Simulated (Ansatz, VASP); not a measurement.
## Co in VASP and in Ansatz

INCAR

```
SYSTEM = Co
  PREC = Accurate
  ENCUT = 520
  EDIFF = 1E-7
  ISMEAR = -1
  SIGMA = 0.05
  LREAL = .False.
  LASPH = .True.
  NELM = 150
  ALGO = Normal
  ISIF = 2
  LWAVE = .False.
  LCHARG = .False.
  ISPIN = 2
  MAGMOM = 1.7
  LORBIT = 11
  LMAXMIX = 4
  GGA = PE
  NBANDS = 14
```

KPOINTS

```
regular mesh
0
Gamma
  17 17 17
  0 0 0
```

The input POSCAR:

```
Co
1.0
    2.1355880273      0.0000000000      0.0000000000
    0.0000000000      2.1355880273      0.0000000000
    0.0000000000      0.0000000000      2.1355880273
Co
1
Direct
    0.0000000000      0.0000000000      0.0000000000
```

Input for Ansatz:

```yaml
crystal:
  lattice:
    - [2.1355880273, 0.0, 0.0]
    - [0.0, 2.1355880273, 0.0]
    - [0.0, 0.0, 2.1355880273]
  atoms:
    - { symbol: Co, position: [0.0, 0.0, 0.0], spin: 1.7 }
magnetization:
  spin_polarized: true
kpoints:
  mp_grid: { grid: [17, 17, 17] }
scf:
  occupations: { method: fermi_dirac, width: 0.05 }
hamiltonian:
  xc: pbe
  pseudopotentials: { kind: all_electron, lapw: { basis_error: 0.001 } }
output:
  forces: true
  stress: true
  eigenvalues: true
  populations: true
```

Change from the starting cell: volume scaled by 0.76, LAPW.

Alike in both runs: task single point; functional PBE; k mesh 17 × 17 × 17; occupations fermi-dirac, width 0.05 eV; collinear spin.

|  | VASP | Ansatz |
| --- | --- | --- |
| version | VASP 6.6.1 | Ansatz 0.2.0 |
| potentials or method | VASP PAW PBE potentials, release 64 (Co) | all-electron LAPW, scalar-relativistic |
| plane-wave cutoff (eV) | 520 | see its input |

```tsv
	VASP	Ansatz	Ansatz less VASP
pressure (GPa)	67.1	69.6	+2.50
net moment per atom (μB)	1.36	1.37	+0.006
size of the moment on the site where the two differ most (μB)	1.35	1.38	+0.031
```

Site moments also hang on the region over which each program counts them. Ansatz ran all-electron here, so the differences hold the error of VASP's frozen core and of both bases.

Caveats: the cell as given lies far from equilibrium; so large a pressure means that the cell lies far from this level's equilibrium, or that cutoff or potentials fall short (VASP).
